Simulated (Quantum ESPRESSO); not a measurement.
Runs of Quantum ESPRESSO 7.5 on BN. Symmetry: R3m, No. 160, trigonal system. Conventional cell: a = 2.502 Å, b = 2.502 Å, c = 10.119 Å, α = 90.00°, β = 90.00°, γ = 120.00°. N (site symmetry 3m) has 3 B at 1.44 Å as nearest neighbours. B (site symmetry 3m) is surrounded by 3 N at 1.44 Å. The cell is a database's computed one.

```tsv
task	level	potentials or basis	k mesh	cutoff (eV)	symmetry	SCF threshold	form of the LDA correlation	gap on the mesh (eV)	pressure (GPa)	V0 of scaled cells (Å³/atom)	B0 (GPa)
equation of state	r2SCAN	SG15 PBE 1.2	9 × 9 × 9	1197	off	1e-08 Ry	-	-	-	9.08	(c)
band structure	LDA	GBRV 1.5 LDA	12 × 12 × 12	612	-	4e-10 Ry	PZ81	4.10	-3.4	-	-
equation of state	PBEsol	GBRV 1.5 PBEsol	12 × 12 × 12	612	-	4e-10 Ry	-	-	-	9.19	(a)
band structure	PBEsol	GBRV 1.5 PBEsol	12 × 12 × 12	612	-	4e-10 Ry	-	(b)	1.1	-	-
```

Alike in all rows: no spin polarisation; cell as given; smearing fermi-dirac 0.05 eV.

**Question.** Estimate the missing entries.

**Answer.** (a) 238; (b) 4.19; (c) 242.

Caveats: the cell was scaled at fixed shape and fractional positions, which overstates the stiffness of a crystal with free parameters, most of all of layers and chains (some runs); the potentials were made for another functional, which shifts forces and pressure (some runs).

A k mesh can miss the band edges.
